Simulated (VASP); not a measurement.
Here is a VASP 6.6.1 calculation.

File INCAR:

```
SYSTEM = V3Si
PREC = Accurate
ENCUT = 520
EDIFF = 1E-7
ISMEAR = 0
SIGMA = 0.1
LREAL = .False.
LASPH = .True.
NELM = 60
ALGO = Normal
ISIF = 2
LWAVE = .False.
LCHARG = .False.
GGA = PS
NBANDS = 53
```

File KPOINTS:

```
Automatic mesh
0
Gamma
  12 12 12
  0 0 0
```

Contents of POSCAR:

```
V3Si
1.0
    4.6516600000      0.0000000000      0.0000000000
    0.0000000000      4.6516600000      0.0000000000
    0.0000000000      0.0000000000      4.6516600000
V Si
6 2
Direct
    0.2500000000      0.0000000000      0.5000000000
    0.7500000000      0.0000000000      0.5000000000
    0.0000000000      0.5000000000      0.2500000000
    0.0000000000      0.5000000000      0.7500000000
    0.5000000000      0.7500000000      0.0000000000
    0.5000000000      0.2500000000      0.0000000000
    0.0000000000      0.0000000000      0.0000000000
    0.5000000000      0.5000000000      0.5000000000
```

Potentials or basis: VASP PAW PBE potentials, release 64 (V_sv, Si).

Launch:

```sh
$ cat potpaw_PBE.64/V_sv/POTCAR potpaw_PBE.64/Si/POTCAR > POTCAR
$ mpirun -np 1 vasp_std > vasp.out
```

**Question.** What does it give for the band gap on the k mesh?

**Answer.** None (metal or under the smearing width).

**Question.** Estimate the pressure.

**Answer.** 0.0 GPa.

Caveat: the PAW data sets were made with another functional, which shifts forces and pressure a little.
